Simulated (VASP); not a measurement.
# Mo (Im-3m) in VASP: notebook, part 3 of 3

VASP 6.6.1.

**4. Vibrations by finite differences, PBE**

This run uses another cell than the first one, of 14.71 Å³/atom, 0.944 times its volume.

INCAR

```
SYSTEM = Mo
ALGO = Fast
EDIFF = 1E-8
ENCUT = 520
GGA = PE
IBRION = 6
ISIF = 3
ISMEAR = 0
LASPH = .True.
LCHARG = .False.
LREAL = .False.
LWAVE = .False.
NELM = 100
NFREE = 2
NSW = 1
POTIM = 0.015
PREC = Accurate
SIGMA = 0.1
```

KPOINTS

```
k-points
0
Gamma
  6 6 6
  0 0 0
```

POSCAR

```
Mo                                      
1.0
   -1.5435664676      1.5435664676      1.5435664676
    1.5435664676     -1.5435664676      1.5435664676
    1.5435664676      1.5435664676     -1.5435664676
  Mo            
     1
Direct
     0.0000000000000000    0.0000000000000000    0.0000000000000000
```

Potentials or basis: VASP PAW PBE potentials, release 64 (Mo_sv).

Launch:

```sh
$ cat potpaw_PBE.64/Mo_sv/POTCAR > POTCAR
$ mpirun -np 1 vasp_std > vasp.out
```

OUTCAR:

```text
SYSTEM = Mo
   EDIFF = 1E-8
   ENCUT = 520
   GGA = PE
   IBRION = 6
   ISIF = 3
   ISMEAR = 0
   LASPH = .True.
   LREAL = .False.
   NELM = 100
   NFREE = 2
   NSW = 1
   POTIM = 0.015
   PREC = Accurate

 ion  position               nearest neighbor table
   1  0.000  0.000  0.000-

  LATTYP: Found a body centered cubic cell.
 ALAT       =     3.0871329352

  Lattice vectors:

 A1 = (  -1.5435664676,   1.5435664676,   1.5435664676)
 A2 = (   1.5435664676,  -1.5435664676,   1.5435664676)
 A3 = (   1.5435664676,   1.5435664676,  -1.5435664676)

Analysis of symmetry for initial positions (statically):
=====================================================================
 Subroutine PRICEL returns:
 Original cell was already a primitive cell.

 Routine SETGRP: Setting up the symmetry group for a
 body centered cubic supercell.

 Subroutine GETGRP returns: Found 48 space group operations
 (whereof 48 operations were pure point group operations)
 out of a pool of 48 trial point group operations.

The static configuration has the point symmetry O_h .

Analysis of symmetry for dynamics (positions and initial velocities):
=====================================================================
 Subroutine PRICEL returns:
 Original cell was already a primitive cell.

 Routine SETGRP: Setting up the symmetry group for a
 body centered cubic supercell.

 Subroutine GETGRP returns: Found 48 space group operations
 (whereof 48 operations were pure point group operations)
 out of a pool of 48 trial point group operations.

The dynamic configuration has the point symmetry O_h .

 Subroutine INISYM returns: Found 48 space group operations
 (whereof 48 operations are pure point group operations),
 and found     1 'primitive' translations

----------------------------------------------------------------------------------------

                                     Primitive cell

  volume of cell :      14.7108

  direct lattice vectors                    reciprocal lattice vectors
    -1.543566468  1.543566468  1.543566468     0.000000000  0.323925150  0.323925150
     1.543566468 -1.543566468  1.543566468     0.323925150  0.000000000  0.323925150
     1.543566468  1.543566468 -1.543566468     0.323925150  0.323925150  0.000000000

  length of vectors
     2.673535547  2.673535547  2.673535547     0.458099341  0.458099341  0.458099341

  position of ions in fractional coordinates (direct lattice)
[... 115 lines left out ...]
  ext. energy  EPLUGINS =         0.00000000
  ---------------------------------------------------
  free energy    TOTEN  =       -10.92963251 eV

  energy without entropy =      -10.92960012  energy(sigma->0) =      -10.92961632

------------------------ aborting loop because EDIFF is reached ----------------------------------------

  FORCE on cell =-STRESS in cart. coord.  units (eV):
  Direction    XX          YY          ZZ          XY          YZ          ZX
  --------------------------------------------------------------------------------------
  -------------------------------------------------------------------------------------
  Total        2.0200605      2.0200605      2.0200605     -0.0000000      0.0000000     -0.0000000
  in kB      220.0082471    220.0082471    220.0082471     -0.0000000      0.0000000     -0.0000000
  external PRESSURE =     220.0082471 kB  Pullay stress =       0.0000000 kB
[... 86 lines left out ...]
  FREE ENERGIE OF THE ION-ELECTRON SYSTEM (eV)
  ---------------------------------------------------
  free  energy   TOTEN  =       -10.8918445348 eV

  energy  without entropy=      -10.8917113912  energy(sigma->0) =      -10.89177796

[... ionic steps 4 to 12 ...]

--------------------------------------- Ionic step       13  -------------------------------------------

 number of electron      13.9999997 magnetization

------------------------ aborting loop because EDIFF is reached ----------------------------------------
[... 65 lines left out ...]
--------------------------------------- Ionic step       15  -------------------------------------------

 number of electron      13.9999998 magnetization

 Free energy of the ion-electron system (eV)
  ---------------------------------------------------
  ext. energy  EPLUGINS =         0.00000000
  ---------------------------------------------------
  free energy    TOTEN  =       -10.92963375 eV

  energy without entropy =      -10.92960136  energy(sigma->0) =      -10.92961756

 E-fermi :  13.5441     XC(G=0): -13.7402

 val. band max:       13.3140331911   @ k =   0.1667   0.0000   0.0000
 cond. band min:      13.7876901112   @ k =  -0.3333   0.3333   0.1667
 fundamental gap:      0.4736569201
 Fermi energy:        13.5440874678

 k-point     1 :       0.0000    0.0000    0.0000
  band No.  band energies     occupation
      1     -47.7262      2.00000
      2     -20.8358      2.00000
      3     -20.8358      2.00000
      4     -20.8358      2.00000
      5       6.1719      2.00000
      6      12.0958      2.00000
      7      12.0958      2.00000
      8      12.0958      2.00000
      9      15.3542      0.00000
     10      15.3542      0.00000
     11      28.5145      0.00000
[... 236 lines left out ...]
  FREE ENERGIE OF THE ION-ELECTRON SYSTEM (eV)
  ---------------------------------------------------
  free  energy   TOTEN  =       -10.9296337542 eV

  energy  without entropy=      -10.9296013587  energy(sigma->0) =      -10.92961756

 INTERNAL STRAIN TENSORS FROM STRAINED CELLS
 ============================================

 INTERNAL STRAIN TENSOR FOR ION    1 for displacements in x,y,z  (eV/Angst):
          X           Y           Z          XY          YZ          ZX
  --------------------------------------------------------------------------------
  x    -0.00000    -0.00000    -0.00000     0.00000    -0.00000     0.00000
  y    -0.00000    -0.00000    -0.00000    -0.00000     0.00000     0.00000
  z    -0.00000    -0.00000     0.00000    -0.00000     0.00000     0.00000

 INTERNAL STRAIN TENSORS FROM DISPLACED ATOMS
 ============================================

 INTERNAL STRAIN TENSOR FOR ION    1 for displacements in x,y,z  (eV/Angst):
          X           Y           Z          XY          YZ          ZX
  --------------------------------------------------------------------------------
  x     0.00000     0.00000     0.00000     0.00000     0.00000     0.00000
  y     0.00000     0.00000     0.00000     0.00000     0.00000     0.00000
  z     0.00000     0.00000     0.00000     0.00000     0.00000     0.00000

 Eigenvectors and eigenvalues of the dynamical matrix
 ----------------------------------------------------

   1 f  =    0.000000 THz     0.000000 2PiTHz    0.000000 cm-1     0.000000 meV
             X         Y         Z           dx          dy          dz
      0.000000  0.000000  0.000000     1.000000    0.000000    0.000000

   2 f  =    0.000000 THz     0.000000 2PiTHz    0.000000 cm-1     0.000000 meV
             X         Y         Z           dx          dy          dz
      0.000000  0.000000  0.000000     0.000000    1.000000    0.000000

   3 f  =    0.000000 THz     0.000000 2PiTHz    0.000000 cm-1     0.000000 meV
             X         Y         Z           dx          dy          dz
      0.000000  0.000000  0.000000     0.000000    0.000000    1.000000

--------------------------------------------------------------------------------------------------------

 ELASTIC MODULI CONTR FROM IONIC RELAXATION (kBar)
 Direction    XX          YY          ZZ          XY          YZ          ZX
 --------------------------------------------------------------------------------
 XX           0.0000      0.0000      0.0000      0.0000      0.0000      0.0000
 YY           0.0000      0.0000      0.0000      0.0000      0.0000      0.0000
 ZZ           0.0000      0.0000      0.0000      0.0000      0.0000      0.0000
 XY           0.0000      0.0000      0.0000      0.0000      0.0000      0.0000
 YZ           0.0000      0.0000      0.0000      0.0000      0.0000      0.0000
 ZX           0.0000      0.0000      0.0000      0.0000      0.0000      0.0000
 --------------------------------------------------------------------------------

 TOTAL ELASTIC MODULI (kBar)
 Direction    XX          YY          ZZ          XY          YZ          ZX
 --------------------------------------------------------------------------------
 XX        6802.4539   1607.0486   1607.0486     -0.0000      0.0000     -0.0000
 YY        1607.0486   6802.4539   1607.0486      0.0000      0.0000      0.0000
 ZZ        1607.0486   1607.0486   6802.4539      0.0000      0.0000     -0.0000
 XY          -0.0000      0.0000      0.0000   1422.5707     -0.0000      0.0000
 YZ           0.0000      0.0000      0.0000     -0.0000   1422.5707     -0.0000
 ZX          -0.0000      0.0000     -0.0000      0.0000     -0.0000   1422.5707
 --------------------------------------------------------------------------------
```

It took 46 s on 1 thread of Intel Xeon 6975P-C (Granite Rapids), shared host; peak memory 0.14 GiB.

Results:

```
Elastic constants C11, C12, C44 : 680, 161, 142 GPa
Voigt bulk modulus              : 334 GPa
```

Elastic tensor in Voigt notation (GPa, in the Cartesian axes of the cell as first typed):
```
680 161 161   0   0   0
161 680 161   0   0   0
161 161 680   0   0   0
  0   0   0 142   0   0
  0   0   0   0 142   0
  0   0   0   0   0 142
```

Clamped-ion elastic tensor (GPa):
```
680 161 161   0   0   0
161 680 161   0   0   0
161 161 680   0   0   0
  0   0   0 142   0   0
  0   0   0   0 142   0
  0   0   0   0   0 142
```

Caveat: the k mesh is coarse (spacing up to 0.48 Å⁻¹), so the values aren't converged; elastic constants of metals need much finer meshes, so these are rough.
